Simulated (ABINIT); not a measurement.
Pd:

```
Pd
1.0
     0.00000    1.94650    1.94650
     1.94650    0.00000    1.94650
     1.94650    1.94650    0.00000
Pd
1
Direct
  0.00000 0.00000 0.00000
```

Base run:

| Property | Result |
| --- | --- |
| Program | ABINIT 10.8.3 (patched build) |
| Functional | HCTH407 |
| Potentials or basis | PseudoDojo NC SR PBE v0.4.1 standard |
| Cutoff | 1116 eV |
| k mesh | 12 × 12 × 12 |
| Occupations | fermi-dirac, width 0.05 eV |
| Spin | no spin polarisation |

Its results: band gap on the k mesh none (metal or under the smearing width); pressure 6.1 GPa.

Q: The run is repeated on the same cell with these changes: functional from HCTH407 to r2SCAN; potentials or basis from PseudoDojo NC SR PBE v0.4.1 standard to JTH PAW LDA v2.0; cutoff from 1116 eV to 762 eV. What comes out?

A: Band gap on the k mesh none (metal or under the smearing width); pressure 3.3 GPa.

Caveats: the potentials were made for another functional, which shifts forces and pressure (some runs); the PAW data sets were made with another functional, which shifts forces and pressure a little (some runs).
